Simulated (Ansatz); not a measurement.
# Stiffness of CdF₂ from strained cells

```
CELL_PARAMETERS angstrom
0.00000 2.69400 2.69400
2.69400 0.00000 2.69400
2.69400 2.69400 0.00000
ATOMIC_POSITIONS crystal
Cd 0.00000 0.00000 0.00000
F 0.25000 0.25000 0.25000
F 0.75000 0.75000 0.75000
```

Atoms are numbered in the order listed.

The geometry is COD entry 9009006, unchecked; take it as a test cell.

Computed with DFT, LDA, all-electron LAPW, scalar-relativistic in Ansatz 0.2.0.

Settings: a Γ-centred 8×8×8 k mesh, Fermi–Dirac smearing of 0.02 eV, basis error target 1 meV/atom, no spin polarisation.

The unstrained cell is at -5.67 GPa. Large strains and very small stresses are left out. Each strain is applied once, with fractional coordinates held (clamped ions), and σ below is the change of stress, positive in tension. One finite strain gives stress–strain coefficients at this pressure with an error of the order of the strain times third-order constants, a few per cent for each per cent of strain.

Question: Estimate the stiffness probed by this change, and the stress that it gives: equal xy, yz and zx engineering shear strains of -1 %.

Answer: σxy = -0.22 GPa and γxy = 2εxy = -0.0100, so C44 (clamped ions) = σxy/γxy = 22 GPa.

Question: Estimate the stiffness probed by this change, and the stress that it gives: equal xy, yz and zx engineering shear strains of +1 %.

Answer: σxy = 0.19 GPa and γxy = 2εxy = 0.0100, so C44 (clamped ions) = σxy/γxy = 19 GPa.

Question: The two estimates of C44 (clamped ions) differ. Why, and which value is best?

Answer: Finite strains add third-order terms, which change sign with the strain; interpolating the two linearly to zero strain gives 21 GPa, the better value.
